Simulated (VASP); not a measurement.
# Li (C2/m) in VASP: a series of runs

One crystal, Li, is run at these levels: PBE; tasks: single point.

All numbers are computed with VASP 6.6.1; they aren't measurements. Logs are shortened: lines on timing, memory, paths and dates and some standing lists are left out, and cuts for length are marked.

## 1. Starting point

Symmetry: C2/m, No. 12, monoclinic system. Conventional cell: a = 5.991 Å, b = 3.802 Å, c = 4.692 Å, α = 90.00°, β = 117.67°, γ = 90.00°. Around Li (site symmetry m) lie 1 Li at 1.28 Å.

The cell was built by a generator and needn't be a form met in nature.

## 2. Single point, PBE

INCAR

```
  PREC = Accurate
  ENCUT = 520
  EDIFF = 1E-6
  ISMEAR = 0
  SIGMA = 0.1
  LREAL = False
  LASPH = True
  NELM = 100
  ALGO = Normal
  ISIF = 2
  LWAVE = False
  LCHARG = True
  GGA = PE
  LELF = True
  LVHAR = True
  NBANDS = 10
```

KPOINTS

```
Automatic mesh
0
Gamma
  6 6 4
```

POSCAR

```
Li
1.0
    2.9953502277     -1.9009912883      0.0000000000
    2.9953502277      1.9009912883      0.0000000000
   -2.1787278341      0.0000000000      4.1556700721
Li
2
Direct
    0.0640000000      0.0640000000      0.1530000000
    0.9360000000      0.9360000000      0.8470000000
```

Potentials or basis: VASP PAW PBE potentials, release 64 (Li_sv).

Launch:

```sh
$ cat potpaw_PBE.64/Li_sv/POTCAR > POTCAR
$ mpirun -np 1 vasp_std > vasp.out
```

OUTCAR:

```text
PREC = Accurate
   ENCUT = 520
   EDIFF = 1E-6
   ISMEAR = 0
   LREAL = False
   LASPH = True
   NELM = 100
   ISIF = 2
   GGA = PE

 ion  position               nearest neighbor table
   1  0.064  0.064  0.153-   2 1.28
   2  0.936  0.936  0.847-   1 1.28

 -----------------------------------------------------------------------------
|                                                                             |
|           W    W    AA    RRRRR   N    N  II  N    N   GGGG   !!!           |
|           W    W   A  A   R    R  NN   N  II  NN   N  G    G  !!!           |
|           W    W  A    A  R    R  N N  N  II  N N  N  G       !!!           |
|           W WW W  AAAAAA  RRRRR   N  N N  II  N  N N  G  GGG   !            |
|           WW  WW  A    A  R   R   N   NN  II  N   NN  G    G                |
|           W    W  A    A  R    R  N    N  II  N    N   GGGG   !!!           |
|                                                                             |
|     The distance between some ions is very small. Please check the          |
|     nearest-neighbor list in the OUTCAR file.                               |
|     I HOPE YOU KNOW WHAT YOU ARE DOING!                                     |
|                                                                             |
 -----------------------------------------------------------------------------

  LATTYP: Found a base centered monoclinic cell.
 ALAT       =     5.9907004554
 B/A-ratio  =     0.6346474181
 C/A-ratio  =     0.7832421112
 COS(beta)  =    -0.4643327837

  Lattice vectors:

 A1 = (   2.9953502277,  -1.9009912883,   0.0000000000)
 A2 = (   2.9953502277,   1.9009912883,   0.0000000000)
 A3 = (  -2.1787278341,   0.0000000000,   4.1556700721)

Analysis of symmetry for initial positions (statically):
=====================================================================
 Subroutine PRICEL returns:
 Original cell was already a primitive cell.

 Routine SETGRP: Setting up the symmetry group for a
 base centered monoclinic supercell.

 Subroutine GETGRP returns: Found  4 space group operations
 (whereof  4 operations were pure point group operations)
 out of a pool of  4 trial point group operations.

The static configuration has the point symmetry C_2h.

Analysis of symmetry for dynamics (positions and initial velocities):
=====================================================================
 Subroutine PRICEL returns:
 Original cell was already a primitive cell.

 Routine SETGRP: Setting up the symmetry group for a
 base centered monoclinic supercell.

 Subroutine GETGRP returns: Found  4 space group operations
 (whereof  4 operations were pure point group operations)
 out of a pool of  4 trial point group operations.

The dynamic configuration has the point symmetry C_2h.

 Subroutine INISYM returns: Found  4 space group operations
 (whereof  4 operations are pure point group operations),
 and found     1 'primitive' translations

----------------------------------------------------------------------------------------

                                     Primitive cell

  volume of cell :      47.3259

  direct lattice vectors                    reciprocal lattice vectors
     2.995350228 -1.900991288  0.000000000     0.166925388 -0.263020669  0.087515367
     2.995350228  1.900991288  0.000000000     0.166925388  0.263020669  0.087515367
    -2.178727834  0.000000000  4.155670072     0.000000000  0.000000000  0.240635080

  length of vectors
     3.547659914  3.547659914  4.692168872     0.323578270  0.323578270  0.240635080

  position of ions in fractional coordinates (direct lattice)
     0.064000000  0.064000000  0.153000000
     0.936000000  0.936000000  0.847000000

  ion indices of the primitive-cell ions
   primitive index   ion index
                 1           1
                 2           2

----------------------------------------------------------------------------------------

 KPOINTS: Automatic mesh

Automatic generation of k-mesh.
 Grid dimensions read from file:
 generate k-points for:    6    6    4

 Generating k-lattice:

  Cartesian coordinates                     Fractional coordinates (reciprocal lattice)
     0.027820898 -0.043836778  0.014585894     0.166666667  0.000000000  0.000000000
     0.027820898  0.043836778  0.014585894     0.000000000  0.166666667  0.000000000
     0.000000000  0.000000000  0.060158770     0.000000000  0.000000000  0.250000000

  Length of vectors
     0.053929712  0.053929712  0.060158770

  Shift w.r.t. Gamma in fractional coordinates (k-lattice)
     0.000000000  0.000000000  0.000000000

 Subroutine IBZKPT returns following result:
 ===========================================

 Found     47 irreducible k-points:

 Following reciprocal coordinates:
            Coordinates               Weight
  0.000000  0.000000  0.000000      1.000000
  0.166667 -0.000000  0.000000      4.000000
  0.333333 -0.000000  0.000000      4.000000
  0.500000 -0.000000  0.000000      2.000000
  0.166667  0.166667  0.000000      2.000000
  0.333333  0.166667  0.000000      4.000000
[... 16 lines left out ...]
 -0.333333  0.166667  0.250000      4.000000
 -0.166667  0.166667  0.250000      4.000000
 [... further k-points ...]
   k-points           NKPTS =     47   k-points in BZ     NKDIM =     47   number of bands    NBANDS=     10
   number of dos      NEDOS =    301   number of ions     NIONS =      2
   total plane-waves  NPLWV =  28224
   dimension x,y,z NGX =    28 NGY =   28 NGZ =   36
   dimension x,y,z NGXF=    56 NGYF=   56 NGZF=   72
   ions per type =               2
   NGX,Y,Z   is equivalent  to a cutoff of  13.12, 13.12, 12.75 a.u.
   NGXF,Y,Z  is equivalent  to a cutoff of  26.24, 26.24, 25.51 a.u.
 SYSTEM =  unknown system
   PREC   = accura    normal or accurate (medium, high low for compatibility)
   ISTART =      0    job   : 0-new  1-cont  2-samecut
   ICHARG =      2    charge: 1-file 2-atom 10-const
   ISPIN  =      1    spin polarized calculation?
   LNONCOLLINEAR =      F non collinear calculations
   LSORBIT =      F    spin-orbit coupling
   LASPH  =      T    aspherical Exc in radial PAW
   ENCUT  =  520.0 eV  38.22 Ry    6.18 a.u.   6.60  6.60  8.72*2*pi/ulx,y,z
   NELM   =    100;   NELMIN=  2; NELMDL= -5     # of ELM steps
   EDIFF  = 0.1E-05   stopping-criterion for ELM
   LREAL  =      F    real-space projection
   EDIFFG = 0.1E-04   stopping-criterion for IOM
   NSW    =      0    number of steps for IOM
   IBRION =     -1    ionic relax: 0-MD 1-quasi-New 2-CG
   NFREE  =      0    steps in history (QN), initial steepest desc. (CG)
   ISIF   =      2    stress and relaxation
   ISYM   =      2    0-nonsym 1-usesym 2-fastsym
   POTIM  = 0.5000    time-step for ionic-motion
   TEBEG  =    0.0;   TEEND  =   0.0 temperature during run
   PSTRESS=    0.0 pullay stress
   NELECT =       6.0000    total number of electrons
   NUPDOWN=      -1.0000    fix difference up-down
   EMIN   =  10.00;   EMAX   =-10.00  energy-range for DOS
   EFERMI =   0.00;   METHOD = LEGACY
   ISMEAR =     0;   SIGMA  =   0.10  broadening in eV -4-tet -1-fermi 0-gaus
   EFERMI_NEDOS =   21; number of points for ismear=-14 and -15
   IALGO  =     38    algorithm
   IMIX   =      4    mixing-type and parameters
     AMIX     =   0.40;   BMIX     =  1.00
     AMIX_MAG =   1.60;   BMIX_MAG =  1.00
  volume/ion in A,a.u.               =      23.66       159.69
  Fermi-wavevector in a.u.,A,eV,Ry     =   0.822417  1.554144  9.202579  0.676370
  Thomas-Fermi vector in A             =   1.933749
   LORBIT       =      0    0 simple, 1 ext, 2 COOP (PROOUT), +10 PAW based schemes
   GGA     = PE    functional components
   LHFCALC =     F    Hartree Fock is set to
   AEXX    =    0.0000 exact exchange contribution
   IVDW    =     0    specifies the selected vdW correction
   LEPSILON=     F    determine dielectric tensor
   LRPA    =     F    only Hartree local field effects (RPA)
 non-spin polarized calculation
 Gauss-broadening in eV      SIGMA  =   0.10
  energy-cutoff  :      520.00
  volume of cell :       47.33
 maximum number of plane-waves:      1286
 NGX is ok and might be reduce to    28

 number of electron       6.0000011 magnetization

 Free energy of the ion-electron system (eV)
  ---------------------------------------------------
  ext. energy  EPLUGINS =         0.00000000
  ---------------------------------------------------
  free energy    TOTEN  =        -0.45440308 eV

  energy without entropy =       -0.45280759  energy(sigma->0) =       -0.45360534

 E-fermi :   0.0293     XC(G=0):  -6.5807

 val. band max:        0.0076091691   @ k =  -0.3333   0.3333   0.0000
 cond. band min:       0.1520209537   @ k =  -0.3333   0.3333   0.5000
 fundamental gap:      0.1444117845
 Fermi energy:         0.0292600053

 k-point     1 :       0.0000    0.0000    0.0000
  band No.  band energies     occupation
      1     -50.9032      2.00000
      2     -48.3591      2.00000
      3      -3.0186      2.00000
      4       3.4023      0.00000
      5       5.2822      0.00000
      6       6.0252      0.00000
      7       6.5104      0.00000
      8      10.3862      0.00000
      9      11.5685      0.00000
     10      12.2813      0.00000

 k-point     2 :       0.1667   -0.0000    0.0000
  band No.  band energies     occupation
      1     -50.9028      2.00000
      2     -48.3590      2.00000
      3      -2.7197      2.00000
      4       3.3166      0.00000
      5       5.1659      0.00000
      6       5.7945      0.00000
      7       6.0940      0.00000
      8       8.8213      0.00000
      9      10.5284      0.00000
     10      11.0083      0.00000

 k-point     3 :       0.3333   -0.0000    0.0000
  band No.  band energies     occupation
      1     -50.9019      2.00000
      2     -48.3589      2.00000
      3      -1.8637      2.00000
      4       2.3550      0.00000
      5       4.2226      0.00000
      6       5.3930      0.00000
      7       6.7291      0.00000
      8       7.3609      0.00000
      9       9.5976      0.00000
     10      10.8030      0.00000

 k-point     4 :       0.5000   -0.0000    0.0000
  band No.  band energies     occupation
      1     -50.9015      2.00000
      2     -48.3589      2.00000
      3      -1.0274      2.00000
      4       1.0653      0.00000
      5       4.8774      0.00000
      6       4.9464      0.00000
      7       5.4956      0.00000
      8       8.4117      0.00000
      9       9.4527      0.00000
     10      10.8829      0.00000

 k-point     5 :       0.1667    0.1667    0.0000
  band No.  band energies     occupation
      1     -50.9025      2.00000
      2     -48.3591      2.00000
      3      -2.5908      2.00000
      4       2.7883      0.00000
      5       5.0093      0.00000
      6       6.2018      0.00000
      7       6.5415      0.00000
      8       9.0749      0.00000
      9      10.3092      0.00000
     10      10.6991      0.00000

 k-point     6 :       0.3333    0.1667    0.0000
  band No.  band energies     occupation
      1     -50.9017      2.00000
      2     -48.3591      2.00000
      3      -1.8820      2.00000
      4       2.5416      0.00000
      5       3.5796      0.00000
      6       5.7055      0.00000
      7       7.3087      0.00000
      8       8.0725      0.00000
      9       8.9686      0.00000
     10      10.0860      0.00000
[... 183 lines left out ...]
 k-point    21 :       0.3333    0.1667    0.2500
  band No.  band energies     occupation
      1     -50.9014      2.00000
      2     -48.3595      2.00000
      3      -0.8022      2.00000
      4       0.3592      0.00000
      5       3.2750      0.00000
      6       5.2261      0.00000
      7       8.4198      0.00000
      8       8.4903      0.00000
      9      10.0850      0.00000
     10      11.4651      0.00000

 k-point    22 :       0.5000    0.1667    0.2500
  band No.  band energies     occupation
      1     -50.9011      2.00000
      2     -48.3591      2.00000
      3      -0.2873      1.99999
      4       1.6286      0.00000
      5       1.7907      0.00000
      6       4.5127      0.00000
      7       6.5532      0.00000
      8       8.1849      0.00000
      9       9.9029      0.00000
     10      11.2190      0.00000

 k-point    23 :      -0.3333    0.1667    0.2500
  band No.  band energies     occupation
      1     -50.9014      2.00000
      2     -48.3591      2.00000
      3      -1.0176      2.00000
      4       2.1608      0.00000
      5       3.4159      0.00000
      6       4.1338      0.00000
      7       5.0688      0.00000
      8       8.2701      0.00000
      9       9.3172      0.00000
     10      11.8425      0.00000

 k-point    24 :      -0.1667    0.1667    0.2500
  band No.  band energies     occupation
      1     -50.9020      2.00000
      2     -48.3593      2.00000
      3      -1.7817      2.00000
      4       1.8712      0.00000
      5       3.5536      0.00000
      6       5.0881      0.00000
      7       7.3131      0.00000
      8       8.3655      0.00000
      9       9.9512      0.00000
     10      11.6047      0.00000

 [... further k-points ...]
[... 5 lines left out ...]
  --------------------------------------------------------------------------------------
  -------------------------------------------------------------------------------------
  Total       -2.4930731     -2.8197740      8.3960698      0.0000000      0.0000000      0.8097037
  in kB      -84.4008468    -95.4610233    284.2417258      0.0000000      0.0000000     27.4118240
  external PRESSURE =      34.7932852 kB  Pullay stress =       0.0000000 kB

 VOLUME and BASIS-vectors are now :
 -----------------------------------------------------------------------------
  energy-cutoff  :      520.00
  volume of cell :       47.33
      direct lattice vectors                 reciprocal lattice vectors
     2.995350228 -1.900991288  0.000000000     0.166925388 -0.263020669  0.087515367
     2.995350228  1.900991288  0.000000000     0.166925388  0.263020669  0.087515367
    -2.178727834  0.000000000  4.155670072     0.000000000  0.000000000  0.240635080

 POSITION                                       TOTAL-FORCE (eV/Angst)
 -----------------------------------------------------------------------------------
      0.05006      0.00000      0.63582         0.567563      0.000000      7.500748
      3.76191      0.00000      3.51985        -0.567563      0.000000     -7.500748
 -----------------------------------------------------------------------------------
    total drift:                               -0.000000     -0.000000      0.000000

  FREE ENERGIE OF THE ION-ELECTRON SYSTEM (eV)
  ---------------------------------------------------
  free  energy   TOTEN  =        -0.4544030807 eV

  energy  without entropy=       -0.4528075939  energy(sigma->0) =       -0.45360534
```

Wall time 7 s (1 thread of Intel Xeon 6975P-C (Granite Rapids), shared host); peak memory 0.16 GiB.

What came out:

| Quantity | Value |
| --- | --- |
| Free energy | -0.4544 eV |
| Largest force | 7.522 eV/Å |
| Band gap on the k mesh | none (metal or under the smearing width) |

Forces in eV/Å, atoms in the order of the input:
```
Li   0.568  0.000  7.501
Li  -0.568  0.000 -7.501
```

Levels at points of the mesh, in eV from the Fermi level:
```
           k point  band 1  band 2  band 3  band 4  band 5  band 6  band 7
(0.00, 0.00, 0.00)  -50.93  -48.39   -3.05    3.37    5.25    6.00    6.48
(0.50, 0.00, 0.00)  -50.93  -48.39   -1.06    1.04    4.85    4.92    5.47
(0.50, 0.50, 0.00)  -50.93  -48.39   -0.19    2.26    3.23    3.35    4.06
(0.00, 0.00, 0.50)  -50.93  -48.39   -1.17   -1.14    5.54    6.17    9.43
(0.50, 0.00, 0.50)  -50.93  -48.39   -0.70    1.66    3.50    3.61    4.47
(0.50, 0.50, 0.50)  -50.93  -48.39   -0.95    1.59    4.07    5.39    6.76
```

Caveat: the k mesh is coarse (spacing up to 0.38 Å⁻¹), so the values aren't converged; the cutoff is under 1.25 times the usual one of these potentials, so pressure, stress and relaxed cells hold a basis-set (Pulay) error; forces of over 1 eV/Å show positions far from the minimum, so gaps and moduli don't describe the material at rest.

## 3. Single point, PBE

This run uses another cell than the first one: it holds 1 atom, not 2.

INCAR

```
ALGO = Fast
EDIFF = 1E-6
ENCUT = 520
GGA = PE
ISIF = 2
ISMEAR = 0
LASPH = True
LCHARG = False
LREAL = False
LWAVE = False
NBANDS = 8
NELM = 100
PREC = Accurate
SIGMA = 0.1
```

KPOINTS

```
k-points
0
Gamma
  22 22 22
```

POSCAR

```
Li
1.0
    2.6469298055     -1.5292699986     -0.1135015122
    2.6469298055      1.5292699986     -0.1135015122
   -1.6563740820      0.0000000000      2.5667348506
Li
1
Direct
    0.0000000000      0.0000000000      0.5000000000
```

Potentials or basis: VASP PAW PBE potentials, release 64 (Li_sv).

Launch:

```sh
$ cat potpaw_PBE.64/Li_sv/POTCAR > POTCAR
$ mpirun -np 1 vasp_std > vasp.out
```

It took 1.8 min on 1 thread of Intel Xeon 6975P-C (Granite Rapids), shared host; peak memory 0.43 GiB.

The run converged. Its results:

```yaml
Free_energy: -1.9075 eV
Band_gap_on_the_k_mesh: none (metal or under the smearing width)
```

Levels at points of the mesh, in eV from the Fermi level:
```csv
k point,band 1,band 2,band 3,band 4,band 5,band 6
"(0.00, 0.00, 0.00)",-46.54,-3.58,14.35,14.36,14.39,18.24
"(0.50, 0.00, 0.00)",-46.52,-0.04,2.92,12.64,12.66,16.59
"(0.50, 0.50, 0.00)",-46.52,1.51,4.70,8.42,8.46,10.64
"(0.00, 0.00, 0.50)",-46.52,-0.02,2.93,12.62,12.63,16.57
"(0.50, 0.00, 0.50)",-46.52,1.52,4.71,8.42,8.45,10.63
"(0.50, 0.50, 0.50)",-46.52,-0.04,2.92,12.64,12.65,16.59
```

Caveat: the cutoff is under 1.25 times the usual one of these potentials, so pressure, stress and relaxed cells hold a basis-set (Pulay) error.
